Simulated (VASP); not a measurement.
# Ag (Fm-3m) in VASP: single point with PBEsol

Aim: the single point of Ag with PBEsol.

Everything below comes from runs of VASP 6.6.1. Logs are shortened: lines on timing, memory, paths and dates and some standing lists are left out, and cuts for length are marked.

## Step 1: Starting point

Symmetry: Fm-3m, No. 225, cubic system. Conventional cell: a = 4.052 Å, b = 4.052 Å, c = 4.052 Å, α = 90.00°, β = 90.00°, γ = 90.00°. Ag (site symmetry m-3m) is surrounded by 12 Ag at 2.86 Å.

## Step 2: Single point, PBEsol

The input, INCAR:

```
  PREC = Accurate
  ENCUT = 520
  EDIFF = 1E-7
  ISMEAR = 1
  SIGMA = 0.1
  LREAL = False
  LASPH = True
  NELM = 80
  ALGO = Fast
  ISIF = 2
  LWAVE = False
  LCHARG = False
  GGA = PS
  ICORELEVEL = 1
```

The input, KPOINTS:

```
Automatic mesh
0
Gamma
  13 10 37
```

The input, POSCAR:

```
Ag
1.0
    2.8648615100      0.0000000000      0.0000000000
    0.0000000000      4.0515260000      0.0000000000
    1.4324307500      2.0257630000      1.4324307500
Ag
1
Direct
    0.0000000000      0.0000000000      0.0000000000
```

Potentials or basis: VASP PAW PBE potentials, release 64 (Ag).

Command:

```
$ cat potpaw_PBE.64/Ag/POTCAR > POTCAR
$ mpirun -np 1 vasp_std > vasp.out
```

OUTCAR:

```text
PREC = Accurate
   ENCUT = 520
   EDIFF = 1E-7
   ISMEAR = 1
   LREAL = False
   LASPH = True
   NELM = 80
   ISIF = 2
   GGA = PS

 ion  position               nearest neighbor table
   1  0.000  0.000  0.000-

  LATTYP: Found a face centered cubic cell.
 ALAT       =     4.0515260009

  Lattice vectors:

 A1 = (   1.4324307600,  -2.0257630000,  -1.4324307500)
 A2 = (   2.8648615100,   0.0000000000,   0.0000000000)
 A3 = (   1.4324307500,  -2.0257630000,   1.4324307500)

Analysis of symmetry for initial positions (statically):
=====================================================================
 Subroutine PRICEL returns:
 Original cell was already a primitive cell.

 Routine SETGRP: Setting up the symmetry group for a
 face centered cubic supercell.

 Subroutine GETGRP returns: Found 48 space group operations
 (whereof 48 operations were pure point group operations)
 out of a pool of 48 trial point group operations.

The static configuration has the point symmetry O_h .

Analysis of symmetry for dynamics (positions and initial velocities):
=====================================================================
 Subroutine PRICEL returns:
 Original cell was already a primitive cell.

 Routine SETGRP: Setting up the symmetry group for a
 face centered cubic supercell.

 Subroutine GETGRP returns: Found 48 space group operations
 (whereof 48 operations were pure point group operations)
 out of a pool of 48 trial point group operations.

The dynamic configuration has the point symmetry O_h .

 Subroutine INISYM returns: Found 48 space group operations
 (whereof 48 operations are pure point group operations),
 and found     1 'primitive' translations

----------------------------------------------------------------------------------------

                                     Primitive cell

  volume of cell :      16.6263

  direct lattice vectors                    reciprocal lattice vectors
     2.864861510  0.000000000  0.000000000     0.349057013  0.000000000 -0.349057013
     0.000000000  4.051526000  0.000000000     0.000000000  0.246820581 -0.349057014
     1.432430750  2.025763000  1.432430750     0.000000000  0.000000000  0.698114028

  length of vectors
     2.864861510  4.051526000  2.864861504     0.493641161  0.427505787  0.698114028

  position of ions in fractional coordinates (direct lattice)
     0.000000000  0.000000000  0.000000000

  ion indices of the primitive-cell ions
   primitive index   ion index
                 1           1

----------------------------------------------------------------------------------------

 KPOINTS: Automatic mesh

Automatic generation of k-mesh.
 Grid dimensions read from file:
 generate k-points for:   13   10   37

 Generating k-lattice:

  Cartesian coordinates                     Fractional coordinates (reciprocal lattice)
     0.026850539  0.000000000 -0.026850539     0.076923077  0.000000000  0.000000000
     0.000000000  0.024682058 -0.034905701     0.000000000  0.100000000  0.000000000
     0.000000000  0.000000000  0.018867947     0.000000000  0.000000000  0.027027027

  Length of vectors
     0.037972397  0.042750579  0.018867947

  Shift w.r.t. Gamma in fractional coordinates (k-lattice)
     0.000000000  0.000000000  0.000000000

 -----------------------------------------------------------------------------
|                                                                             |
|           W    W    AA    RRRRR   N    N  II  N    N   GGGG   !!!           |
|           W    W   A  A   R    R  NN   N  II  NN   N  G    G  !!!           |
|           W    W  A    A  R    R  N N  N  II  N N  N  G       !!!           |
|           W WW W  AAAAAA  RRRRR   N  N N  II  N  N N  G  GGG   !            |
|           WW  WW  A    A  R   R   N   NN  II  N   NN  G    G                |
|           W    W  A    A  R    R  N    N  II  N    N   GGGG   !!!           |
|                                                                             |
|     Your reciprocal lattice and k-lattice belong to different lattice       |
|     classes:                                                                |
|                                                                             |
|        The reciprocal lattice is body-centered cubic,                       |
|        whereas your k-lattice is triclinic.                                 |
|                                                                             |
|     Results are often still useful ...                                      |
|                                                                             |
 -----------------------------------------------------------------------------

 WARNING: IBZKPT: internal override: KBLOWUP is changed to .FALSE.
      ... skipping the blow-up phase ...

 Subroutine IBZKPT returns following result:
 ===========================================

 Found   2406 irreducible k-points:

 Following reciprocal coordinates:
            Coordinates               Weight
  0.000000  0.000000  0.000000      1.000000
  0.076923  0.000000  0.000000      2.000000
  0.153846  0.000000  0.000000      2.000000
  0.230769  0.000000  0.000000      2.000000
  0.307692  0.000000  0.000000      2.000000
  0.384615  0.000000  0.000000      2.000000
[... 16 lines left out ...]
  0.153846  0.200000  0.000000      2.000000
  0.230769  0.200000 -0.000000      2.000000
 [... further k-points ...]
   k-points           NKPTS =   2406   k-points in BZ     NKDIM =   2406   number of bands    NBANDS=      9
   number of dos      NEDOS =    301   number of ions     NIONS =      1
   total plane-waves  NPLWV =  17280
   dimension x,y,z NGX =    24 NGY =   30 NGZ =   24
   dimension x,y,z NGXF=    48 NGYF=   60 NGZF=   48
   ions per type =               1
   NGX,Y,Z   is equivalent  to a cutoff of  13.93, 12.31, 13.93 a.u.
   NGXF,Y,Z  is equivalent  to a cutoff of  27.85, 24.62, 27.85 a.u.
 SYSTEM =  unknown system
   PREC   = accura    normal or accurate (medium, high low for compatibility)
   ISTART =      0    job   : 0-new  1-cont  2-samecut
   ICHARG =      2    charge: 1-file 2-atom 10-const
   ISPIN  =      1    spin polarized calculation?
   LNONCOLLINEAR =      F non collinear calculations
   LSORBIT =      F    spin-orbit coupling
   LASPH  =      T    aspherical Exc in radial PAW
   ENCUT  =  520.0 eV  38.22 Ry    6.18 a.u.   5.33  7.53  5.33*2*pi/ulx,y,z
   NELM   =     80;   NELMIN=  2; NELMDL= -5     # of ELM steps
   EDIFF  = 0.1E-06   stopping-criterion for ELM
   LREAL  =      F    real-space projection
   EDIFFG = 0.1E-05   stopping-criterion for IOM
   NSW    =      0    number of steps for IOM
   IBRION =     -1    ionic relax: 0-MD 1-quasi-New 2-CG
   NFREE  =      0    steps in history (QN), initial steepest desc. (CG)
   ISIF   =      2    stress and relaxation
   ISYM   =      2    0-nonsym 1-usesym 2-fastsym
   POTIM  = 0.5000    time-step for ionic-motion
   TEBEG  =    0.0;   TEEND  =   0.0 temperature during run
   PSTRESS=    0.0 pullay stress
   NELECT =      11.0000    total number of electrons
   NUPDOWN=      -1.0000    fix difference up-down
   EMIN   =  10.00;   EMAX   =-10.00  energy-range for DOS
   EFERMI =   0.00;   METHOD = LEGACY
   ISMEAR =     1;   SIGMA  =   0.10  broadening in eV -4-tet -1-fermi 0-gaus
   EFERMI_NEDOS =   21; number of points for ismear=-14 and -15
   IALGO  =     68    algorithm
   IMIX   =      4    mixing-type and parameters
     AMIX     =   0.40;   BMIX     =  1.00
     AMIX_MAG =   1.60;   BMIX_MAG =  1.00
  volume/ion in A,a.u.               =      16.63       112.20
  Fermi-wavevector in a.u.,A,eV,Ry     =   1.426507  2.695706 27.686779  2.034921
  Thomas-Fermi vector in A             =   2.546776
   LORBIT       =      0    0 simple, 1 ext, 2 COOP (PROOUT), +10 PAW based schemes
   GGA     = PS    functional components
   LHFCALC =     F    Hartree Fock is set to
   AEXX    =    0.0000 exact exchange contribution
   IVDW    =     0    specifies the selected vdW correction
   LEPSILON=     F    determine dielectric tensor
   LRPA    =     F    only Hartree local field effects (RPA)
 non-spin polarized calculation
 RMM-DIIS sequential band-by-band and
 Methfessel and Paxton  Order N= 1 SIGMA  =   0.10
  energy-cutoff  :      520.00
  volume of cell :       16.63
 maximum number of plane-waves:       461
 NGX is ok and might be reduce to    24
   NGX = 11   NGY = 15   NGZ = 11

 number of electron      10.9999998 magnetization

 Free energy of the ion-electron system (eV)
  ---------------------------------------------------
  ext. energy  EPLUGINS =         0.00000000
  ---------------------------------------------------
  free energy    TOTEN  =        -3.30950135 eV

  energy without entropy =       -3.30950225  energy(sigma->0) =       -3.30950165

 the core state eigenenergies are
   1-  1s -25313.9713  2s  -3717.6465  2p  -3333.1526  3s   -672.4728  3p   -546.2396
       3d   -347.3321  4s    -83.5592  4p    -46.9950

 E-fermi :   8.6183     XC(G=0): -12.5634

 val. band max:        8.6176217776   @ k =   0.0769  -0.4000   0.1622
 cond. band min:       8.6254860211   @ k =  -0.1538  -0.3000   0.3514
 fundamental gap:      0.0078642435
 Fermi energy:         8.6183057058

 k-point     1 :       0.0000    0.0000    0.0000
  band No.  band energies     occupation
      1       0.5674      2.00000
      2       3.7206      2.00000
      3       3.7206      2.00000
      4       3.7206      2.00000
      5       4.8148      2.00000
      6       4.8148      2.00000
      7      24.6242      0.00000
      8      28.3458      0.00000
      9      28.3458      0.00000

 k-point     2 :       0.0769    0.0000    0.0000
  band No.  band energies     occupation
      1       0.8183      2.00000
      2       3.6183      2.00000
      3       3.8145      2.00000
      4       3.8145      2.00000
      5       4.7139      2.00000
      6       4.8584      2.00000
      7      24.7349      0.00000
      8      27.4528      0.00000
      9      27.7744      0.00000
[... 253 lines left out ...]
 k-point    24 :       0.2308    0.2000   -0.0000
  band No.  band energies     occupation
      1       2.5349      2.00000
      2       3.0911      2.00000
      3       4.1666      2.00000
      4       4.5742      2.00000
      5       5.6662      2.00000
      6       7.7934      2.00000
      7      16.8070      0.00000
      8      21.5749      0.00000
      9      22.4913      0.00000

 [... further k-points ...]

------------------------ aborting loop because EDIFF is reached ----------------------------------------

  FORCE on cell =-STRESS in cart. coord.  units (eV):
  Direction    XX          YY          ZZ          XY          YZ          ZX
  --------------------------------------------------------------------------------------
  -------------------------------------------------------------------------------------
  Total       -0.0050174     -0.0050174     -0.0050174      0.0000000      0.0000000      0.0000000
  in kB       -0.4834990     -0.4834990     -0.4834990      0.0000000      0.0000000      0.0000000
  external PRESSURE =      -0.4834990 kB  Pullay stress =       0.0000000 kB

 VOLUME and BASIS-vectors are now :
 -----------------------------------------------------------------------------
  energy-cutoff  :      520.00
  volume of cell :       16.63
      direct lattice vectors                 reciprocal lattice vectors
     2.864861510  0.000000000  0.000000000     0.349057013  0.000000000 -0.349057013
     0.000000000  4.051526000  0.000000000     0.000000000  0.246820581 -0.349057014
     1.432430750  2.025763000  1.432430750     0.000000000  0.000000000  0.698114028

 POSITION                                       TOTAL-FORCE (eV/Angst)
 -----------------------------------------------------------------------------------
      0.00000      0.00000      0.00000         0.000000      0.000000      0.000000
 -----------------------------------------------------------------------------------
    total drift:                               -0.000000      0.000000     -0.000000

  FREE ENERGIE OF THE ION-ELECTRON SYSTEM (eV)
  ---------------------------------------------------
  free  energy   TOTEN  =        -3.3095013502 eV

  energy  without entropy=       -3.3095022502  energy(sigma->0) =       -3.30950165
```

It took 5.2 min on 1 thread of Intel Xeon Platinum 8259CL at 2.50GHz (Skylake/Cascade Lake), shared host; peak memory 0.51 GiB.

What came out:

- Free energy: -3.3095 eV
- Pressure: 0.0 GPa
- Band gap on the k mesh: none (metal or under the smearing width)

Core levels (eV, on the scale of the bands):
```
atom                                                                                    levels
1 Ag  1s -25314.0, 2s -3717.6, 2p -3333.2, 3s -672.5, 3p -546.2, 3d -347.3, 4s -83.6, 4p -47.0
```

Caveat: the PAW data sets were made with another functional, which shifts forces and pressure a little.
